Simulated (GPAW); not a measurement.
# Al2O3 (Corundum) (R-3c) in GPAW: settings compared

One crystal, Al2O3 (Corundum), is run at these levels: r2SCAN, PBE; tasks: band structure.

Program: GPAW 26.7.0. These are calculated values, not measurements. Logs are shortened: lines on timing, memory, paths and dates and some standing lists are left out, and cuts for length are marked. The log counts tension as positive stress, the text compression.

**Measured values to compare with.**

From “Multi-petahertz electron interference in Cr:Al2O3 solid-state material”, 2018, pmc:5906618, for a bulk crystal of Al2O3: band gap 8.7 eV (optical).

The runs below are set against these values where they give the same quantity.

### Step 1. The crystal as given

The structure is trigonal, space group R-3c (No. 167). Conventional cell: a = 4.760 Å, b = 4.760 Å, c = 12.996 Å, α = 90.00°, β = 90.00°, γ = 120.00°. Around Al (site symmetry 3) lie 6 O at 1.85 to 1.97 Å. O (site symmetry 2) is surrounded by 4 Al at 1.85 to 1.97 Å.

### Step 2. Band structure, r2SCAN

run.py

```python
from ase import Atoms
from ase.dft.bandgap import bandgap
from ase.io import write
from ase.units import GPa
from gpaw import GPAW, PW

atoms = Atoms(['Al', 'Al', 'Al', 'Al', 'O', 'O', 'O', 'O', 'O', 'O'],
              cell=[[2.38025, 1.3742379782, 4.3318666667],
                    [-2.38025, 1.3742379782, 4.3318666667],
                    [0.0, -2.7484759565, 4.3318666667]],
              scaled_positions=[[0.85216, 0.85216, 0.85216],
                                [0.64784, 0.64784, 0.64784],
                                [0.14784, 0.14784, 0.14784],
                                [0.35216, 0.35216, 0.35216],
                                [0.05668, 0.75, 0.44332],
                                [0.75, 0.44332, 0.05668],
                                [0.44332, 0.05668, 0.75],
                                [0.94332, 0.25, 0.55668],
                                [0.25, 0.55668, 0.94332],
                                [0.55668, 0.94332, 0.25]],
              pbc=True)

calc = GPAW(mode=PW(800),
            xc='MGGA_X_R2SCAN+MGGA_C_R2SCAN',
            kpts={'size': (5, 5, 5), 'gamma': True},
            occupations={'name': 'fermi-dirac', 'width': 0.05},
            nbands=44,
            convergence={'density': 1e-05, 'energy': 1e-05},
            maxiter=150,
            txt='gpaw.txt')
atoms.calc = calc
energy = atoms.get_potential_energy()
forces = atoms.get_forces()
stress = atoms.get_stress()
calc.write('gs.gpw')
write('result.traj', atoms)
print(f'Energy: {energy:.6f} eV')
print('Forces (eV/A):')
print(forces.round(4))
print('Stress (GPa):', (stress / GPa).round(3))
print('Fermi level:', round(calc.get_fermi_level(), 4), 'eV')
print(f'Gap: {bandgap(calc)[0]:.4f} eV, direct: {bandgap(calc, direct=True)[0]:.4f} eV')

path = atoms.cell.bandpath('GLB1,BZGX,QFP1Z,LP', npoints=100, eps=1e-4)
bs_calc = calc.fixed_density(kpts=path, symmetry='off', nbands=64,
                             convergence={'bands': 'CBM+6.0', 'eigenstates': 1e-6}, txt='bands.txt')
bs = bs_calc.band_structure()
bs.write('bs.json')
print(f'Gap on the path: {bandgap(bs_calc)[0]:.4f} eV')
```

Potentials or basis: GPAW PAW data sets (gpaw-data 1.2.1), pw.

Command:

```bash
$ OMP_NUM_THREADS=1 python run.py
```

gpaw.txt:

```text
__  _  _
 | _ |_)|_||  |
 |__||  | ||/\| - 26.7.0

Input parameters:
  mode=PW(ecut=800.0),
  convergence={'density': 1e-05, 'energy': 1e-05},
  kpts=MonkhorstPack(size=(5, 5, 5), gamma=True),
  maxiter=150,
  nbands=44,
  occupations=Occupations(name='fermi-dirac', width=0.05),
  xc=XC(name='MGGA_X_R2SCAN+MGGA_C_R2SCAN')

Diagonalizing LCAO Hamiltonian
Converting LCAO to pw mode

            Al

           OAl
                O
         O     O
        O
            AO

            Al

Atoms  # Å, Bohr magnetons
|   | symbol |         x |         y |         z |    initial magnetic moments |
|---|--------|-----------|-----------|-----------|-----------------------------|
| 0 |     Al |  0.000000 | -0.000000 | 11.074330 | ( 0.0000,  0.0000,  0.0000) |
| 1 |     Al | -0.000000 | -0.000000 |  8.419070 | ( 0.0000,  0.0000,  0.0000) |
| 2 |     Al | -0.000000 | -0.000000 |  1.921270 | ( 0.0000,  0.0000,  0.0000) |
| 3 |     Al | -0.000000 | -0.000000 |  4.576530 | ( 0.0000,  0.0000,  0.0000) |
| 4 |      O | -1.650275 | -0.109884 |  5.414833 | ( 0.0000,  0.0000,  0.0000) |
| 5 |      O |  0.729975 |  1.484122 |  5.414833 | ( 0.0000,  0.0000,  0.0000) |
| 6 |      O |  0.920300 | -1.374238 |  5.414833 | ( 0.0000,  0.0000,  0.0000) |
| 7 |      O |  1.650275 |  0.109884 |  7.580767 | ( 0.0000,  0.0000,  0.0000) |
| 8 |      O | -0.729975 | -1.484122 |  7.580767 | ( 0.0000,  0.0000,  0.0000) |
| 9 |      O | -0.920300 |  1.374238 |  7.580767 | ( 0.0000,  0.0000,  0.0000) |

Unit cell  # Å
| periodic |         x |         y |        z |  lengths |    angles |
|----------|-----------|-----------|----------|----------|-----------|
|      yes |  2.380250 |  1.374238 | 4.331867 | 5.130223 | 55.286671 |
|      yes | -2.380250 |  1.374238 | 4.331867 | 5.130223 | 55.286671 |
|      yes |  0.000000 | -2.748476 | 4.331867 | 5.130223 | 55.286671 |

Number of symmetries: 6
Symmetry operations  # r_c * U_cc + t_c -> r_c
|   | kind |            matrix            |
|---|------|------------------------------|
| 0 |  E   |  1, 0, 0,  0, 1, 0,  0, 0, 1 |
| 1 |  C3  |  0, 1, 0,  0, 0, 1,  1, 0, 0 |
| 2 |  C3  |  0, 0, 1,  1, 0, 0,  0, 1, 0 |
| 3 |  S6  |  0, 0,-1, -1, 0, 0,  0,-1, 0 |
| 4 |  S6  |  0,-1, 0,  0, 0,-1, -1, 0, 0 |
| 5 |  i   | -1, 0, 0,  0,-1, 0,  0, 0,-1 |

BZ-sampling:
  Number of BZ points: 125
  Number of IBZ points: 23

  Monkhorst-Pack size: [5, 5, 5]
  Monkhorst-Pack shift: [0, 0, 0]

K-points  # in reciprocal-cell coordinates
|     |                                coordinates |     weight |
|-----|--------------------------------------------|------------|
|   0 | (  0.00000000,   0.00000000,   0.00000000) | 0.00800000 |
|   1 | (  0.20000000,   0.00000000,  -0.20000000) | 0.04800000 |
|   2 | (  0.20000000,   0.00000000,   0.00000000) | 0.04800000 |
|   3 | (  0.20000000,   0.20000000,  -0.20000000) | 0.04800000 |
|   4 | (  0.20000000,   0.20000000,   0.00000000) | 0.04800000 |
|   5 | (  0.20000000,   0.20000000,   0.20000000) | 0.01600000 |
|   6 | (  0.40000000,  -0.20000000,  -0.40000000) | 0.04800000 |
|   7 | (  0.40000000,  -0.20000000,  -0.20000000) | 0.04800000 |
|   8 | (  0.40000000,  -0.20000000,   0.00000000) | 0.04800000 |
|   9 | (  0.40000000,  -0.20000000,   0.20000000) | 0.04800000 |
| ... |                                            |            |
|  22 | (  0.40000000,   0.40000000,   0.40000000) | 0.01600000 |

Plane wave coefficients: 4383
Cutoff: 800.0 eV

Spin-components: 1 (collinear spins)
Bands:           44
Projectors:      50
Spin-degeneracy: 2
Datatype:        complex128

Parallelization:
  kpt:    1
  domain: 1
  band:   1

Density:
  Valence electrons: 48.0
  Components: 1
  Grid points: [35 35 35]
  Charge: 0.0  # |e|

Potential:
  Grid points: [35 35 35]

species:
  Al:
    name:    Aluminium
    Z:       13.0
    valence: 3
    core:    10
    charge:  0.0  # [|e|]
    compensation charges:
      type: gauss
      rc: 0.34  # [Å]
      lmax: 2
    cutoffs:
      filter: 1.91  # [Å]
      core: 2.36  # [Å]
    projectors
    | kind |    occ | energy [eV] | rcut [Å] |
    |------|--------|-------------|----------|
    |   3s |  2.000 |      -7.753 |    1.085 |
    |   3p |  1.000 |      -2.712 |    1.085 |
    |    s |        |      19.459 |    1.085 |
    |    p |        |      24.499 |    1.085 |
    |    d |        |       0.000 |    1.085 |

    Using partial waves for Al as LCAO basis

  O:
    name:    Oxygen
    Z:       8.0
    valence: 6
    core:    2
    charge:  0.0  # [|e|]
    compensation charges:
      type: gauss
      rc: 0.21  # [Å]
      lmax: 2
    cutoffs:
      filter: 1.17  # [Å]
      core: 0.83  # [Å]
    projectors
    | kind |    occ | energy [eV] | rcut [Å] |
    |------|--------|-------------|----------|
    |   2s |  2.000 |     -23.961 |    0.688 |
    |   2p |  4.000 |      -9.029 |    0.598 |
    |    s |        |       3.251 |    0.688 |
    |    p |        |      18.182 |    0.598 |
    |    d |        |       0.000 |    0.619 |

    Using partial waves for O as LCAO basis

Reference energy: -38658.806866  # eV

eigensolver:
  PPCG
  Converge bands: occupied
  niter=2

density mixing:
  MSR1-Mixer
  Pratt-step length: 0.05
  Maximum mixing coefficient: 0.75
  Old densities: 10
  SVD Regularization: 0.005
  Good broyden scale: 1.0
  Trust region scale: 1.0
  Backstep threshold: 4.0
  History deletion threshold: 6.0
  Fourier metric: weight=20.0, sigma=0.015

occupation numbers:
  Fermi-Dirac:
    width: 0.0500  # eV

poisson solver:
  ecut: 6400.0  # eV

xc functional:
  name: MGGA_X_R2SCAN+MGGA_C_R2SCAN with 2 nearest neighbor stencil

convergence criteria:
- Maximum integral of absolute [dens]ity change: 1e-05 electrons / valence electron
- Maximum [total energy] change in last 3 cyles: 1e-05 eV / valence electron
- Maximum integral of absolute [eigenst]ate change: 4e-08 eV^2 / valence electron
maximum number of iterations: 150

SCF iterations
|iter     | |      energy | eigst |  dens |
|---------|-|-------------|-------|-------|
|iter:   1| | -120.976317 | +0.31 |       |
|iter:   2| | -100.393881 | -1.58 | -0.72 |
|iter:   3| |  -96.099065 | -0.78 | -0.76 |
|iter:   4| |  -96.405227 | -2.94 | -1.32 |
|iter:   5| |  -96.473513 | -2.98 | -1.62 |
|iter:   6| |  -96.473461 | -4.99 | -2.84 |
|iter:   7| |  -96.473519c| -6.05 | -3.30 |
|iter:   8| |  -96.473520c| -7.90c| -4.34 |
|iter:   9| |  -96.473520c| -7.88c| -4.99 |
|iter:  10| |  -96.473520c| -8.94c| -5.76c|

Converged in 10 steps
Energy contributions relative to reference atoms: (reference = -38658.806866)

Energy contributions:
  Kinetic:          74.422846
  Coulomb:         -62.861260
  Zero:              0.944873
  External:          0.000000
  Xc:             -108.979978
  Entropy:          -0.000000
  Spinorbit:         0.000000
  ----------------------------
  Free energy:     -96.473520
  Extrapolated:    -96.473520

dipole moment: (-0.000000, 0.000000, -0.000004)  # |e|*Ang

Fermi level: 6.961
Eigenvalues  # (at kpt = [0.000, 0.000, 0.000])
| band index |      eig [eV] | occ [0-2] |
|------------|---------------|-----------|
|          0 |       -14.334 |     2.000 |
|        ... |               |           |
|         16 |         4.382 |     2.000 |
|         17 |         4.512 |     2.000 |
|         18 |         4.512 |     2.000 |
|         19 |         5.321 |     2.000 |
|         20 |         5.321 |     2.000 |
|         21 |         5.803 |     2.000 |
[... 8 lines left out ...]
|         30 |        19.275 |     0.000 |
|         31 |        19.344 |     0.000 |
|        ... |               |           |
|         43 |        26.486 |     0.000 |

Gap: 7.155 eV
Transition (v -> c):
  (s=0, k=0, n=23, [0.00, 0.00, 0.00]) -> (s=0, k=0, n=24, [0.00, 0.00, 0.00])
No difference between direct/indirect transitions

Forces  # eV/Ang
|        x |        y |        z |
|----------|----------|----------|
| -0.00000 |  0.00000 | -0.01149 |  # Al   0
|  0.00000 | -0.00000 |  0.01153 |  # Al   1
|  0.00000 | -0.00000 |  0.01149 |  # Al   2
| -0.00000 |  0.00000 | -0.01153 |  # Al   3
| -0.01802 | -0.03104 |  0.00001 |  # O    4
| -0.01788 |  0.03112 |  0.00001 |  # O    5
|  0.03589 | -0.00008 |  0.00001 |  # O    6
|  0.01802 |  0.03104 | -0.00001 |  # O    7
|  0.01788 | -0.03112 | -0.00001 |  # O    8
| -0.03589 |  0.00008 | -0.00001 |  # O    9

Stress tensor  # eV/Ang^3
|         x |         y |         z |
|-----------|-----------|-----------|
| -0.013743 |  0.000000 |  0.000000 |
|  0.000000 | -0.013743 | -0.000000 |
|  0.000000 | -0.000000 | -0.011800 |

# Writing to gs.gpw (mode='')
```

It took 26 min on 1 thread of Arm Neoverse V1, shared host; peak memory 1 GiB.

What came out:

- Free energy: -96.4735 eV
- Pressure: 2.1 GPa
- Largest force: 0.036 eV/Å
- Band gap on the k mesh: 7.15 eV, direct
- Band gap along the path: 7.15 eV, direct

Forces on the atoms (eV/Å):
```
Al   0.000  0.000 -0.011
Al   0.000  0.000  0.012
Al   0.000  0.000  0.011
Al   0.000  0.000 -0.012
O   -0.018 -0.031  0.000
O   -0.018  0.031  0.000
O    0.036  0.000  0.000
O    0.018  0.031  0.000
O    0.018 -0.031  0.000
O   -0.036  0.000  0.000
```

Stress tensor (GPa, compression positive):
```
2.20 0.00 0.00
0.00 2.20 0.00
0.00 0.00 1.89
```

Levels at the corners of the path, in eV from the valence-band top:
```
point  band 22  band 23  band 24  band 25  band 26  band 27
    Γ    -0.06    -0.06     0.00     7.15    10.16    11.91
    L    -0.95    -0.30    -0.30    10.45    10.45    10.70
   B1    -0.89    -0.54    -0.54    10.73    10.73    11.13
    B    -0.89    -0.54    -0.54    10.73    10.73    11.13
    Z    -0.41    -0.41    -0.41     9.64     9.64    12.14
    Γ    -0.06    -0.06     0.00     7.15    10.16    11.91
    X    -0.88    -0.60    -0.32    10.53    10.56    10.74
    Q    -0.88    -0.60    -0.32    10.53    10.56    10.74
    F    -0.94    -0.78    -0.29    10.62    10.80    10.91
   P1    -0.90    -0.78    -0.50    10.77    10.89    11.19
    Z    -0.41    -0.41    -0.41     9.64     9.64    12.14
    L    -0.95    -0.30    -0.30    10.45    10.45    10.70
    P    -0.90    -0.78    -0.50    10.77    10.89    11.19
```

Caveat: the PAW data sets were made with another functional, which shifts forces and pressure a little.

### Step 3. Band structure, PBE

run.py: that of step 2 with these lines changed.

```diff
@@ -23,3 +23,3 @@
 calc = GPAW(mode=PW(800),
-            xc='MGGA_X_R2SCAN+MGGA_C_R2SCAN',
+            xc='PBE',
             kpts={'size': (5, 5, 5), 'gamma': True},
```

Potentials or basis: GPAW PAW data sets (gpaw-data 1.2.1), pw.

Command:

```bash
$ OMP_NUM_THREADS=1 python run.py
```

It took 8.7 min on 1 thread of Arm Neoverse V1, shared host; peak memory 0.96 GiB.

Results (log left out):

* Free energy: -75.6487 eV
* Pressure: 9.7 GPa
* Largest force: 0.051 eV/Å
* Band gap on the k mesh: 6.23 eV, direct
* Band gap along the path: 6.23 eV, direct

Forces in eV/Å, atoms in the order of the input:
```
Al   0.000  0.000 -0.051
Al   0.000  0.000  0.051
Al   0.000  0.000  0.051
Al   0.000  0.000 -0.051
O   -0.020 -0.035  0.000
O   -0.020  0.035  0.000
O    0.040  0.000  0.000
O    0.020  0.035  0.000
O    0.020 -0.035  0.000
O   -0.040  0.000  0.000
```

Stress tensor (GPa, compression positive):
```
10.04  0.00  0.00
 0.00 10.04  0.00
 0.00  0.00  9.07
```

Levels at the corners of the path, in eV from the valence-band top:
| point | band 20 | band 21 | band 22 | band 23 | band 24 | band 25 | band 26 | band 27 | band 28 | band 29 |
| --- | --- | --- | --- | --- | --- | --- | --- | --- | --- | --- |
| Γ | -0.51 | -0.51 | -0.05 | -0.04 | 0.00 | 6.23 | 9.15 | 10.76 | 11.53 | 11.53 |
| L | -1.33 | -0.92 | -0.92 | -0.28 | -0.28 | 9.48 | 9.48 | 9.65 | 9.65 | 11.79 |
| B1 | -1.20 | -0.86 | -0.86 | -0.52 | -0.52 | 9.71 | 9.71 | 10.13 | 10.13 | 10.59 |
| B | -1.20 | -0.86 | -0.86 | -0.52 | -0.52 | 9.71 | 9.71 | 10.13 | 10.13 | 10.59 |
| Z | -2.01 | -0.39 | -0.39 | -0.39 | -0.39 | 8.68 | 8.68 | 11.10 | 11.10 | 12.50 |
| Γ | -0.51 | -0.51 | -0.05 | -0.04 | 0.00 | 6.23 | 9.15 | 10.76 | 11.53 | 11.53 |
| X | -1.12 | -0.90 | -0.85 | -0.57 | -0.30 | 9.51 | 9.54 | 9.75 | 10.21 | 10.72 |
| Q | -1.12 | -0.90 | -0.85 | -0.57 | -0.30 | 9.51 | 9.54 | 9.75 | 10.21 | 10.72 |
| F | -1.30 | -1.04 | -0.92 | -0.75 | -0.27 | 9.63 | 9.74 | 9.94 | 10.41 | 11.14 |
| P1 | -1.08 | -1.05 | -0.87 | -0.76 | -0.48 | 9.75 | 9.93 | 10.21 | 10.39 | 10.39 |
| Z | -2.01 | -0.39 | -0.39 | -0.39 | -0.39 | 8.68 | 8.68 | 11.10 | 11.10 | 12.50 |
| L | -1.33 | -0.92 | -0.92 | -0.28 | -0.28 | 9.48 | 9.48 | 9.65 | 9.65 | 11.79 |
| P | -1.08 | -1.05 | -0.87 | -0.76 | -0.48 | 9.75 | 9.93 | 10.21 | 10.39 | 10.39 |

### Step 4. Against experiment

Step 2. Measured gap of Al2O3: 8.7 eV (optical; quoted in “Multi-petahertz electron interference in Cr:Al2O3 solid-state material”, 2018, pmc:5906618). This calculation gives 7.15 eV (-1.55 eV). The value is that of r2SCAN, without temperature or zero-point motion.

Step 3. Measured gap of Al2O3: 8.7 eV (optical; quoted in “Multi-petahertz electron interference in Cr:Al2O3 solid-state material”, 2018, pmc:5906618). This calculation gives 6.23 eV (-2.47 eV). The value is that of PBE, without temperature or zero-point motion. Semilocal functionals fall short of measured gaps as a rule.
